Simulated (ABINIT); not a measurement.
Here is an ABINIT 10.8.3 (patched build) calculation.

File run.abi:

```
# Datasets: one volume each
ndtset 7
getwfk -1
scalecart1 3*0.9795861087
scalecart2 3*0.9864848297
scalecart3 3*0.9932883884
scalecart4 3*1.0000000000
scalecart5 3*1.0066227096
scalecart6 3*1.0131594038
scalecart7 3*1.0196128224

# Pseudopotentials
pp_dirpath "./"
pseudos "Ti.GGA_PBE-JTH.xml, C.GGA_PBE-JTH.xml"

# Structure
acell 3*1.0
rprim
     0.0000000000     4.0926154775     4.0926154775
     4.0926154775     0.0000000000     4.0926154775
     4.0926154775     4.0926154775     0.0000000000
ntypat 2
znucl 22 6
natom 2
typat 1 2
xred
     0.0000000000     0.0000000000     0.0000000000
     0.5000000000     0.5000000000     0.5000000000

# Plane-wave basis
ecut 517.016339 eV
pawecutdg 38.0

# k points
kptopt 1
ngkpt 11 11 11
nshiftk 1
shiftk 0.0 0.0 0.0

# Exchange and correlation
ixc -106132

# Bands and occupations
nband 12
occopt 3
tsmear 0.05 eV

# SCF cycle
nstep 100
tolvrs 1.0e-9

# Output
iomode 3
prtwf 1
prtden 0
prteig 0
prtebands 0
enunit 2
```

Potentials or basis: JTH PAW PBE v2.0.

Launch:

```bash
$ abinit run.abi > log 2>&1
```

Question: Predict the pressure derivative of the bulk modulus.

Answer: 4.5 (rough: it moves with the points fitted).

Question: Estimate the equilibrium volume.

Answer: 10.23 Å³/atom.

Question: Estimate the bulk modulus.

Answer: 246 GPa.

Energy against volume, from the lowest point:
| volume (Å³/atom) | energy (meV/atom) |
| --- | --- |
| 9.548 | 39.44 |
| 9.752 | 18.63 |
| 9.955 | 5.75 |
| 10.158 | 0.00 |
| 10.361 | 0.86 |
| 10.564 | 7.42 |
| 10.767 | 19.11 |

Caveat: pressures at fixed basis lie under the slope of the energies; the PAW data sets were made with another functional, which shifts forces and pressure a little.
